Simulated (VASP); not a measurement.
CoO:

```
Co O
1.0
     0.00000    2.13150    2.13150
     2.13150    0.00000    2.13150
     2.13150    2.13150    0.00000
Co O
1 1
Direct
  0.00000 0.00000 0.00000
  0.50000 0.50000 0.50000
```

| Quantity | Value |
| --- | --- |
| Program | VASP 6.6.1 |
| Task | relaxation of cell and atoms |
| Functional | SCAN |
| Dispersion | MBD |
| Potentials or basis | VASP PAW PBE potentials, release 64 (Co, O) |
| Cutoff | 600 eV |
| k mesh | 8 × 8 × 8 |
| Occupations | fermi-dirac, width 0.05 eV |
| Spin | collinear spin, ferromagnetic start |
| Starting moments | [2.0, 0.0] μB |

At the start: pressure -10.7 GPa; volume 9.68 Å³/atom.

**Question.** How do energy, volume and symmetry change on relaxing?

**Answer.** Over 4 steps the energy falls by 15.5 meV/atom and the volume is 9.14 Å³/atom (-5.6 %); space group Fm-3m (No. 225, to 0.05 Å); moment 2.90 μB per cell.

Step by step:
```
step  energy change (eV)  largest force (eV/Å)  pressure (GPa)  volume (Å³)
   1              0.0000                0.0000          -10.72        19.37
   2             -0.0085                0.0000            8.56        17.61
   3             -0.0314                0.0000           -1.77        18.44
   4             -0.0310                0.0000           -0.13        18.29
```

Final structure:
```yaml
crystal:
  lattice:
    - [0.00000, 2.09108, 2.09108]
    - [2.09108, 0.00000, 2.09108]
    - [2.09108, 2.09108, 0.00000]
  atoms:
    - { symbol: Co, position: [0.00000, 0.00000, 0.00000] }
    - { symbol: O, position: [0.50000, 0.50000, 0.50000] }
```

Caveat: the PAW data sets were made with another functional, which shifts forces and pressure a little; a cell with one magnetic atom can't hold antiferromagnetic order, which such compounds often take.
